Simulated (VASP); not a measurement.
A run of VASP 6.6.1 is set up as follows.

INCAR

```
SYSTEM = KBr
ALGO = Fast
EDIFF = 1E-6
ENCUT = 520
ISIF = 2
ISMEAR = 0
LASPH = .True.
LCHARG = .True.
LELF = .True.
LREAL = .False.
LVHAR = .True.
LWAVE = .False.
NBANDS = 15
NELM = 100
PREC = Accurate
SIGMA = 0.05
```

Contents of KPOINTS:

```
k-points
0
Gamma
  6 6 6
  0 0 0
```

Contents of POSCAR:

```
KBr
1.0
    4.0434990000      0.0000000000      0.0000000000
    0.0000000000      4.0434990000      0.0000000000
    0.0000000000      0.0000000000      4.0434990000
K Br
1 1
Direct
    0.0000000000      0.0000000000      0.0000000000
    0.5000000000      0.5000000000      0.5000000000
```

Potentials or basis: VASP PAW LDA potentials, release 64 (K_sv, Br).

Run with:

```bash
$ cat potpaw_LDA.64/K_sv/POTCAR potpaw_LDA.64/Br/POTCAR > POTCAR
$ mpirun -np 1 vasp_std > vasp.out
```

(1) What does it give for the band gap on the k mesh?

(2) What does it give for the pressure?

Results:

(1) 3.48 eV, indirect (least direct gap 3.75 eV).

(2) -2.6 GPa.
